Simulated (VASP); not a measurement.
## Li2O: relaxation of cell and atoms with PBEsol

Crystal: Li2O.

```
O Li
1.0
     0.00000    2.30000    2.30000
     2.30000    0.00000    2.30000
     2.30000    2.30000    0.00000
O Li
1 2
Direct
  0.00000 0.00000 0.00000
  0.25000 0.25000 0.25000
  0.75000 0.75000 0.75000
```

The cell was built by a generator and needn't be a form met in nature.

| Quantity | Value |
| --- | --- |
| Program | VASP 6.6.1 |
| Task | relaxation of cell and atoms |
| Functional | PBEsol |
| Potentials or basis | VASP PAW PBE potentials, release 64 (O, Li_sv) |
| Cutoff | 600 eV |
| k mesh | 10 × 10 × 10 |
| Occupations | gaussian, width 0.02 eV |
| Spin | no spin polarisation |
| Further INCAR settings | ALGO = Fast; EDIFF = 1e-06; IBRION = 2; EDIFFG = -0.005; NSW = 60; ISIF = 3 |

```json
{
  "Relaxed volume": "8.00 Å³/atom",
  "Relaxed cell": "a = 3.237 Å, b = 3.237 Å, c = 3.237 Å, α = 60.00°, β = 60.00°, γ = 60.00°",
  "Space group after relaxing (to 0.05 Å)": "Fm-3m (No. 225)",
  "Energy gained by relaxing": "0.3 meV/atom",
  "Ionic steps": "3",
  "Pressure after relaxing": "0.1 GPa",
  "Band gap on the k mesh": "4.87 eV, indirect (least direct gap 5.36 eV)"
}
```

Step by step:
```tsv
step	energy change (eV)	largest force (eV/Å)	pressure (GPa)	volume (Å³)
1	0.0000	0.0000	-1.06	24.33
2	-0.0009	0.0000	-0.44	24.15
3	-0.0010	0.0000	0.10	23.99
```

Final structure:
```
CELL_PARAMETERS angstrom
0.00000 2.28910 2.28910
2.28910 0.00000 2.28910
2.28910 2.28910 0.00000
ATOMIC_POSITIONS crystal
O 0.00000 0.00000 0.00000
Li 0.25000 0.25000 0.25000
Li 0.75000 0.75000 0.75000
```

Levels at points of the mesh, in eV from the valence-band top:
```csv
k point,band 3,band 4,band 5,band 6,band 7,band 8,band 9,band 10
"(0.00, 0.00, 0.00)",-15.40,0.00,0.00,0.00,5.36,11.95,11.95,11.95
"(0.50, 0.00, 0.00)",-15.17,-2.87,-0.47,-0.47,9.26,10.00,12.07,12.07
"(0.50, 0.50, 0.00)",-15.13,-1.63,-1.45,-1.45,4.87,13.66,13.66,14.99
```

Run time: 26 s on 1 thread of Intel(R) Xeon(R) Platinum 8488C (Sapphire Rapids), on a shared host, peak memory 0.15 GiB.

Caveat: the cutoff is under 1.25 times the usual one of these potentials, so pressure, stress and relaxed cells hold a basis-set (Pulay) error; the PAW data sets were made with another functional, which shifts forces and pressure a little. As with any semilocal functional, this PBEsol gap is likely too small.
